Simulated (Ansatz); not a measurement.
Li2Se:

```
Se Li
1.0
     0.00000    3.00250    3.00250
     3.00250    0.00000    3.00250
     3.00250    3.00250    0.00000
Se Li
1 2
Direct
  0.00000 0.00000 0.00000
  0.75000 0.75000 0.75000
  0.25000 0.25000 0.25000
```

Base run:

| Item | Value |
| --- | --- |
| Program | Ansatz 0.2.0 |
| Functional | PBE |
| Potentials or basis | Ansatz PAW |
| Cutoff | 420 eV (not typed: the program's choice for these potentials) |
| k mesh | 8 × 8 × 8 |
| Occupations | fermi-dirac, width 0.05 eV |
| Spin | spin-orbit coupling, no magnetisation |

Its results: band gap on the k mesh 2.85 eV, indirect (least direct gap 3.25 eV); pressure 0.0 GPa.

Task: The run is repeated on the same cell with these changes: spin from spin-orbit coupling, no magnetisation to no spin polarisation; potential files from those of the base run to others of the same set. What comes out?

Result: Band gap on the k mesh 2.98 eV, indirect (least direct gap 3.38 eV); pressure 0.0 GPa.

Spin-orbit coupling splits the band edges, which narrows the gap.
